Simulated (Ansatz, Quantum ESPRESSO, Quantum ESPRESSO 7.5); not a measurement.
# H₂ in line between two Pt chains: ballistic transmission

Aim: the zero-bias transmission with pwcond for this junction: H₂ in line between two Pt chains.

Main program and level: Quantum ESPRESSO 7.5; plane-wave DFT, PBE, GBRV ultrasoft pseudopotentials (cross-check by Ansatz 0.2.0 with PAW datasets).

### Step 1. Starting point

The cell holds 16 atoms: 14 Pt and 2 H. Cell: a = 7.500 Å, b = 7.500 Å, c = 34.956 Å, α = 90.0°, β = 90.0°, γ = 90.0°. Regions: left lead, 7 atoms (7 Pt); channel, 2 atoms (2 H); right lead, 7 atoms (7 Pt). Vacuum lies along a and b. The structure is stacked along c, and the current runs across the ab planes.

### Step 2. SCF with pw.x

One periodic cell holds a stretch of lead, the junction and more lead; the atoms stay as built.

scf.in

```
&control
  prefix = 'scf'
  outdir = './out'
  pseudo_dir = './pseudo'
  calculation = 'scf'
  tprnfor = .true.
/
&system
  ibrav = 0
  nat = 16
  ntyp = 2
  ecutwfc = 34
  ecutrho = 170
  occupations = 'smearing'
  smearing = 'mv'
  degauss = 0.01
/
&electrons
  conv_thr = 1e-07
  mixing_beta = 0.25
  electron_maxstep = 120
  mixing_mode = 'local-TF'
/
ATOMIC_SPECIES
  Pt  195.0840  pt_pbe_v1.4.uspp.F.UPF
  H   1.0080  h_pbe_v1.4.uspp.F.UPF
CELL_PARAMETERS angstrom
  7.50000000000000 0.00000000000000 0.00000000000000
  0.00000000000000 7.50000000000000 0.00000000000000
  0.00000000000000 0.00000000000000 34.95560000000000
ATOMIC_POSITIONS crystal
  Pt  0.500000000000 0.500000000000 0.000000000000
  Pt  0.500000000000 0.500000000000 0.068658526817
  Pt  0.500000000000 0.500000000000 0.137317053634
  Pt  0.500000000000 0.500000000000 0.205975580451
  Pt  0.500000000000 0.500000000000 0.274634107268
  Pt  0.500000000000 0.500000000000 0.343292634084
  Pt  0.500000000000 0.500000000000 0.411951160901
  H   0.500000000000 0.500000000000 0.453512455801
  H   0.500000000000 0.500000000000 0.477829017382
  Pt  0.500000000000 0.500000000000 0.519390312282
  Pt  0.500000000000 0.500000000000 0.588048839099
  Pt  0.500000000000 0.500000000000 0.656707365916
  Pt  0.500000000000 0.500000000000 0.725365892732
  Pt  0.500000000000 0.500000000000 0.794024419549
  Pt  0.500000000000 0.500000000000 0.862682946366
  Pt  0.500000000000 0.500000000000 0.931341473183
K_POINTS automatic
  1 1 3 0 0 0
```

Command:

```sh
OMP_NUM_THREADS=1 mpirun -n 8 pw.x -nk 1 -in scf.in > scf.out
```

Log:

```text
Program PWSCF v.7.5 starts
[citation notice left out]

     Parallel version (MPI & OpenMP), running on       8 processor cores
     Number of MPI processes:                 8
     Threads/MPI process:                     1

     MPI processes distributed on     1 nodes
[...]
Current dimensions of program PWSCF are:
     Max number of different atomic species (ntypx) = 10
     Max number of k-points (npk) =  40000
     Max angular momentum in pseudopotentials (lmaxx) =  4
     Message from routine setup:
     using ibrav=0 with symmetry is DISCOURAGED, use correct ibrav instead

     R & G space division:  proc/nbgrp/npool/nimage =       8
     Subspace diagonalization in iterative solution of the eigenvalue problem:
     a serial algorithm will be used

     Parallelization info
     --------------------
     sticks:   dense  smooth     PW     G-vecs:    dense   smooth      PW
     Min         338     272     69                62064    44424    5649
     Max         339     273     70                62091    44439    5660
     Sum        2709    2177    553               496639   355421   45235

     Using Slab Decomposition

     bravais-lattice index     =            0
     lattice parameter (alat)  =      14.1729  a.u.
     unit-cell volume          =   13268.9296 (a.u.)^3
     number of atoms/cell      =           16
     number of atomic types    =            2
     number of electrons       =       226.00
     number of Kohn-Sham states=          136
     kinetic-energy cutoff     =      34.0000  Ry
     charge density cutoff     =     170.0000  Ry
     scf convergence threshold =      1.0E-07
     mixing beta               =       0.2500
     number of iterations used =            8  local-TF  mixing
     Exchange-correlation=  SLA  PW   PBX  PBC
                           (   1   4   3   4   0   0   0)

     celldm(1)=  14.172946  celldm(2)=   0.000000  celldm(3)=   0.000000
     celldm(4)=   0.000000  celldm(5)=   0.000000  celldm(6)=   0.000000

     crystal axes: (cart. coord. in units of alat)
               a(1) = (   1.000000   0.000000   0.000000 )
               a(2) = (   0.000000   1.000000   0.000000 )
               a(3) = (   0.000000   0.000000   4.660747 )

     reciprocal axes: (cart. coord. in units 2 pi/alat)
               b(1) = (  1.000000  0.000000  0.000000 )
               b(2) = (  0.000000  1.000000  0.000000 )
               b(3) = (  0.000000  0.000000  0.214558 )

     PseudoPot. # 1 for Pt read from file:
     ./pseudo/pt_pbe_v1.4.uspp.F.UPF
     Pseudo is Ultrasoft + core correction, Zval = 16.0
     Generated by new atomic code, or converted to UPF format
     Using radial grid of  985 points,  6 beta functions with:
                l(1) =   0
                l(2) =   0
                l(3) =   1
                l(4) =   1
                l(5) =   2
                l(6) =   2
     Q(r) pseudized with  8 coefficients,  rinner =    1.300   1.300   1.300
                                                       1.300   1.300

     PseudoPot. # 2 for H  read from file:
     ./pseudo/h_pbe_v1.4.uspp.F.UPF
     Pseudo is Ultrasoft, Zval =  1.0
     Generated by new atomic code, or converted to UPF format
     Using radial grid of  615 points,  2 beta functions with:
                l(1) =   0
                l(2) =   0
     Q(r) pseudized with  8 coefficients,  rinner =    0.700

     atomic species   valence    mass     pseudopotential
     Pt               16.00   195.08400     Pt( 1.00)
     H                 1.00     1.00800     H ( 1.00)

      8 Sym. Ops. (no inversion) found

   Cartesian axes

     site n.     atom                  positions (alat units)
         1        Pt     tau(   1) = (   0.5000000   0.5000000   0.0000000  )
         2        Pt     tau(   2) = (   0.5000000   0.5000000   0.3200000  )
         3        Pt     tau(   3) = (   0.5000000   0.5000000   0.6400000  )
         4        Pt     tau(   4) = (   0.5000000   0.5000000   0.9600000  )
         5        Pt     tau(   5) = (   0.5000000   0.5000000   1.2800000  )
         6        Pt     tau(   6) = (   0.5000000   0.5000000   1.6000000  )
         7        Pt     tau(   7) = (   0.5000000   0.5000000   1.9200000  )
         8        H      tau(   8) = (   0.5000000   0.5000000   2.1137067  )
         9        H      tau(   9) = (   0.5000000   0.5000000   2.2270400  )
        10        Pt     tau(  10) = (   0.5000000   0.5000000   2.4207467  )
        11        Pt     tau(  11) = (   0.5000000   0.5000000   2.7407467  )
        12        Pt     tau(  12) = (   0.5000000   0.5000000   3.0607467  )
        13        Pt     tau(  13) = (   0.5000000   0.5000000   3.3807467  )
        14        Pt     tau(  14) = (   0.5000000   0.5000000   3.7007467  )
        15        Pt     tau(  15) = (   0.5000000   0.5000000   4.0207467  )
        16        Pt     tau(  16) = (   0.5000000   0.5000000   4.3407467  )

     number of k points=     2  Marzari-Vanderbilt smearing, width (Ry)=  0.0100
                       cart. coord. in units 2pi/alat
        k(    1) = (   0.0000000   0.0000000   0.0000000), wk =   0.6666667
        k(    2) = (   0.0000000   0.0000000   0.0715193), wk =   1.3333333

     Dense  grid:   496639 G-vectors     FFT dimensions: (  60,  60, 288)

     Smooth grid:   355421 G-vectors     FFT dimensions: (  54,  54, 250)

     Estimated max dynamical RAM per process >     309.47 MB

     Estimated total dynamical RAM >       2.42 GB

     Initial potential from superposition of free atoms

     starting charge     218.9998, renormalised to     226.0000

     negative rho (up, down):  2.767E+00 0.000E+00
     Starting wfcs are  170 randomized atomic wfcs

     total cpu time spent up to now is        2.4 secs

     per-process dynamical memory:    90.5 Mb

     Self-consistent Calculation

     iteration #  1     ecut=    34.00 Ry     beta= 0.25
     Davidson diagonalization with overlap
     ethr =  1.00E-02,  avg # of iterations =  2.0

     negative rho (up, down):  3.020E+00 0.000E+00

     total cpu time spent up to now is        8.4 secs

     total energy              =   -2951.46819969 Ry
     estimated scf accuracy    <      44.57397980 Ry

     iteration #  2     ecut=    34.00 Ry     beta= 0.25
[...]
negative rho (up, down):  3.243E+00 0.000E+00

[...]
total energy              =   -2950.53227406 Ry
     estimated scf accuracy    <      16.42071120 Ry

     iteration #  3     ecut=    34.00 Ry     beta= 0.25
[...]
negative rho (up, down):  3.648E+00 0.000E+00

[...]
estimated scf accuracy    <       0.02566603 Ry

     iteration # 12     ecut=    34.00 Ry     beta= 0.25
[...]
negative rho (up, down):  2.561E+00 0.000E+00

[...]
total energy              =   -2949.13874620 Ry
     estimated scf accuracy    <       0.01303651 Ry

     iteration # 13     ecut=    34.00 Ry     beta= 0.25
[...]
negative rho (up, down):  2.519E+00 0.000E+00

[...]
total energy              =   -2949.13790640 Ry
     estimated scf accuracy    <       0.00254013 Ry

     iteration # 14     ecut=    34.00 Ry     beta= 0.25
[...]
negative rho (up, down):  2.517E+00 0.000E+00

[...]
total energy              =   -2949.13806696 Ry
     estimated scf accuracy    <       0.01010044 Ry

[...]
iteration # 17     ecut=    34.00 Ry     beta= 0.25
[...]
negative rho (up, down):  2.510E+00 0.000E+00

[...]
total energy              =   -2949.13797853 Ry
     estimated scf accuracy    <       0.00053003 Ry

     iteration # 18     ecut=    34.00 Ry     beta= 0.25
[...]
negative rho (up, down):  2.510E+00 0.000E+00

[...]
total energy              =   -2949.13797897 Ry
     estimated scf accuracy    <       0.00035423 Ry

     iteration # 19     ecut=    34.00 Ry     beta= 0.25
[...]
negative rho (up, down):  2.512E+00 0.000E+00

[...]
total energy              =   -2949.13797931 Ry
     estimated scf accuracy    <       0.00023815 Ry

     iteration # 20     ecut=    34.00 Ry     beta= 0.25
[...]
negative rho (up, down):  2.513E+00 0.000E+00

[...]
total energy              =   -2949.13798339 Ry
     estimated scf accuracy    <       0.00001447 Ry

     iteration # 21     ecut=    34.00 Ry     beta= 0.25
[...]
negative rho (up, down):  2.513E+00 0.000E+00

[...]
total energy              =   -2949.13798334 Ry
     estimated scf accuracy    <       0.00000528 Ry

     iteration # 22     ecut=    34.00 Ry     beta= 0.25
[...]
negative rho (up, down):  2.513E+00 0.000E+00

[...]
total energy              =   -2949.13798381 Ry
     estimated scf accuracy    <       0.00000076 Ry

     iteration # 23     ecut=    34.00 Ry     beta= 0.25
[...]
negative rho (up, down):  2.513E+00 0.000E+00

[...]
total energy              =   -2949.13798421 Ry
     estimated scf accuracy    <       0.00000044 Ry

     iteration # 24     ecut=    34.00 Ry     beta= 0.25
[...]
negative rho (up, down):  2.513E+00 0.000E+00

[...]
End of self-consistent calculation

          k = 0.0000 0.0000 0.0000 ( 44379 PWs)   bands (ev):

   -55.9538 -55.9359 -55.8815 -55.7442 -55.6432 -55.5224 -55.3987 -55.2871
   -55.1787 -55.0832 -54.9442 -54.8863 -54.6457 -54.6387 -54.5241 -54.5241
   -54.5241 -54.5241 -54.4532 -54.4532 -54.4212 -54.4212 -54.4191 -54.4191
   -54.4057 -54.4057 -54.3682 -54.3682 -54.3615 -54.3615 -54.3607 -54.3607
   -54.3561 -54.3561 -54.3096 -54.3096 -54.3083 -54.3083 -53.4467 -53.4467
   -53.4465 -53.4465 -12.5282  -9.5186  -9.3538  -8.8052  -8.5425  -7.4286
    -7.2932  -6.8974  -6.8974  -6.7980  -6.7980  -6.6293  -6.6293  -6.3451
    -6.3451  -6.0461  -6.0461  -5.6756  -5.6563  -5.6563  -5.6275  -5.2951
    -5.2951  -4.8075  -4.8075  -4.6935  -4.6320  -4.5502  -4.5456  -4.5263
    -4.5220  -4.5203  -4.4718  -4.4677  -4.4213  -4.4213  -4.3750  -4.3712
    -4.3559  -4.2681  -4.2646  -4.1685  -4.1566  -4.1536  -4.0514  -4.0414
    -4.0387  -4.0044  -3.9262  -3.9240  -3.8996  -3.8563  -3.8563  -3.8269
    -3.8251  -3.7240  -3.7225  -3.6212  -3.6200  -3.6196  -3.5594  -3.5585
    -3.4891  -3.4891  -3.3183  -3.2885  -3.2855  -3.2551  -3.2532  -3.2396
    -3.1532  -2.9952  -2.9952  -2.9512  -2.8626  -2.7261  -2.7261  -2.4736
    -2.4300  -2.4300  -2.2161  -0.4561  -0.3644   0.6306   0.6306   0.8945
     0.8945   1.0410   1.0410   1.4880   1.6055   1.6056   1.7785   1.7785

          k = 0.0000 0.0000 0.0715 ( 44434 PWs)   bands (ev):

   -55.9537 -55.9360 -55.8814 -55.7442 -55.6431 -55.5226 -55.3985 -55.2875
   -55.1784 -55.0834 -54.9441 -54.8863 -54.6457 -54.6387 -54.5241 -54.5241
   -54.5241 -54.5241 -54.4532 -54.4532 -54.4212 -54.4212 -54.4191 -54.4191
   -54.4058 -54.4058 -54.3682 -54.3682 -54.3615 -54.3615 -54.3607 -54.3607
   -54.3561 -54.3561 -54.3096 -54.3096 -54.3082 -54.3082 -53.4467 -53.4467
   -53.4465 -53.4465 -12.5282  -9.5416  -9.2794  -8.9714  -8.2974  -7.8362
    -6.8969  -6.8969  -6.8235  -6.8000  -6.8000  -6.6255  -6.6255  -6.3526
    -6.3526  -6.2506  -6.0324  -6.0324  -5.6794  -5.6794  -5.2607  -5.2607
    -5.0537  -4.8553  -4.8553  -4.6931  -4.6334  -4.5501  -4.5456  -4.5264
    -4.5221  -4.5173  -4.4912  -4.4717  -4.4676  -4.3752  -4.3714  -4.3625
    -4.3625  -4.3594  -4.2676  -4.2642  -4.1573  -4.1543  -4.1530  -4.0404
    -4.0377  -3.9275  -3.9271  -3.9271  -3.9253  -3.9187  -3.8256  -3.8238
    -3.7248  -3.7233  -3.7134  -3.6208  -3.6196  -3.5783  -3.5596  -3.5586
    -3.4537  -3.4082  -3.4082  -3.2885  -3.2854  -3.2551  -3.2532  -3.2061
    -3.0896  -3.0707  -3.0707  -2.9546  -2.8596  -2.7203  -2.6773  -2.6773
    -2.4443  -2.4443  -1.7888  -1.1205   0.3112   0.6568   0.6568   0.8042
     0.8042   1.0058   1.1707   1.1707   1.4377   1.4377   1.9636   1.9636

     the Fermi energy is    -3.1112 ev

!    total energy              =   -2949.13798454 Ry
     estimated scf accuracy    <       0.00000004 Ry
     smearing contrib. (-TS)   =       0.00732366 Ry
     internal energy E=F+TS    =   -2949.14530819 Ry

     The total energy is F=E-TS. E is the sum of the following terms:
     one-electron contribution =   -3425.23705949 Ry
     hartree contribution      =    1716.40741950 Ry
     xc contribution           =    -795.15369845 Ry
     ewald contribution        =    -445.16196975 Ry

     convergence has been achieved in  24 iterations

     negative rho (up, down):  2.513E+00 0.000E+00

     Forces acting on atoms (cartesian axes, Ry/au):

     atom    1 type  1   force =     0.00000000    0.00000000   -0.00517369
     atom    2 type  1   force =     0.00000000    0.00000000   -0.00916700
     atom    3 type  1   force =     0.00000000    0.00000000    0.00402378
     atom    4 type  1   force =     0.00000000    0.00000000    0.01549812
     atom    5 type  1   force =     0.00000000    0.00000000    0.00075387
     atom    6 type  1   force =     0.00000000    0.00000000   -0.03228977
     atom    7 type  1   force =     0.00000000    0.00000000   -0.17690729
     atom    8 type  2   force =     0.00000000    0.00000000    0.08546906
     atom    9 type  2   force =     0.00000000    0.00000000   -0.08546301
     atom   10 type  1   force =     0.00000000    0.00000000    0.17688701
     atom   11 type  1   force =     0.00000000    0.00000000    0.03228914
     atom   12 type  1   force =     0.00000000    0.00000000   -0.00074829
     atom   13 type  1   force =     0.00000000    0.00000000   -0.01550070
     atom   14 type  1   force =     0.00000000    0.00000000   -0.00402318
     atom   15 type  1   force =     0.00000000    0.00000000    0.00917929
     atom   16 type  1   force =     0.00000000    0.00000000    0.00517266

     Total force =     0.282869     Total SCF correction =     0.000408

[...]
=------------------------------------------------------------------------------=
   JOB DONE.
=------------------------------------------------------------------------------=
```

The job ended after 1.9 min (8 MPI ranks of Arm Neoverse V2, shared host; peak memory 2.1 GiB; 15 min of CPU time).

Read from the output:

```
free energy  : -40125.0664 eV
Fermi energy : -3.111 eV
```

The run needed 24 iterations to bring the estimated error under 1e-07 Ry; the largest force on any atom, held or free, is 4.55 eV/Å.

[end of part 1 of 4]

[Logs are printed without paths, hosts, clocks, repeated set-up lines and the standing remarks that a program may print on its own settings, such as how far it seeks lower states.]

[Hosts, paths, dates, database ids (printed as entryN), source tags and the programs' standing remarks are cut or masked in the printed files.]

[Maps of the electrostatic potential energy from Ansatz leave out the sawtooth potential of an applied field or a dipole correction, so their vacuum need not be flat; planar profiles and work functions include it.]
